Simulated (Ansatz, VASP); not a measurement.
SnSe: VASP beside Ansatz

```
Sn Se
1.0
     4.13822    0.00000    0.00000
    -2.06911    3.58380    0.00000
     0.00000    0.00000    7.48409
Sn Se
2 2
Direct
  0.00000 0.00000 0.00000
  0.00000 0.00000 0.50000
  0.33333 0.66667 0.25000
  0.66667 0.33333 0.75000
```

Alike in both runs: task single point; functional PBE; k mesh 6 × 6 × 2; occupations methfessel-paxton of order 1, width 0.5 eV; no spin polarisation.

|  | VASP | Ansatz |
| --- | --- | --- |
| version | VASP 6.6.1 | Ansatz 0.2.0 |
| potentials or method | VASP PAW PBE potentials, release 64 (Sn_d, Se) | plane waves |
| plane-wave cutoff (eV) | 520 | 420 |
| valence electrons in the cell | 40 | 60 |

|  | VASP | Ansatz | Ansatz less VASP |
| --- | --- | --- | --- |
| pressure (GPa) | 0.7 | 0.6 | 0.00 |
| largest component of the traceless stress (GPa) | 0.48 | 0.48 | +0.003 |

The functional is the same, so the differences come from potentials, cutoffs and numerics. The two sets of potentials don't hold the same shells in valence.

Caveats: the k mesh is coarse (spacing up to 0.42 Å⁻¹), so the values aren't converged.
